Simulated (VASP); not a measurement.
The system is Te.

```
CELL_PARAMETERS angstrom
4.61239 0.00000 0.00000
-2.30620 3.99445 0.00000
0.00000 0.00000 6.05149
ATOMIC_POSITIONS crystal
Te 0.26951 0.00000 0.33333
Te 0.00000 0.26951 0.66667
Te 0.73049 0.73049 0.00000
```

The cell isn't the ideal one: a relaxed cell with its volume scaled by 1.06.

* Program: VASP 6.6.1
* Task: relaxation of shape and atoms at fixed volume
* Functional: PBE
* Potentials or basis: VASP PAW PBE potentials, release 64 (Te)
* Cutoff: 300 eV
* k mesh: 5 × 5 × 3
* Occupations: gaussian, width 0.03 eV
* Spin: no spin polarisation

At the start: pressure -2.3 GPa; volume 37.16 Å³/atom.

Task: How do energy, volume and symmetry change on relaxing?

Result: Over 7 steps the energy falls by 10.4 meV/atom; space group P3_121 (No. 152, to 0.05 Å).

The path:
```tsv
step	energy change (eV)	largest force (eV/Å)	pressure (GPa)
1	0.0000	0.2756	-2.27
2	-0.0138	0.2194	-1.90
3	-0.0306	0.0503	-0.93
4	-0.0310	0.0091	-0.71
5	-0.0310	0.0160	-0.75
6	-0.0312	0.0090	-0.74
7	-0.0312	0.0009	-0.73
```

Final structure:
```xyz
3
Lattice="4.6661 0.0000 0.0000 -2.3331 4.0410 0.0000 0.0000 0.0000 5.9129" Properties=species:S:1:pos:R:3 pbc="T T T"
Te   -1.1280    4.0410    1.9710
Te    4.0636    1.0436    3.9419
Te    1.7305    2.9974    0.0000
```
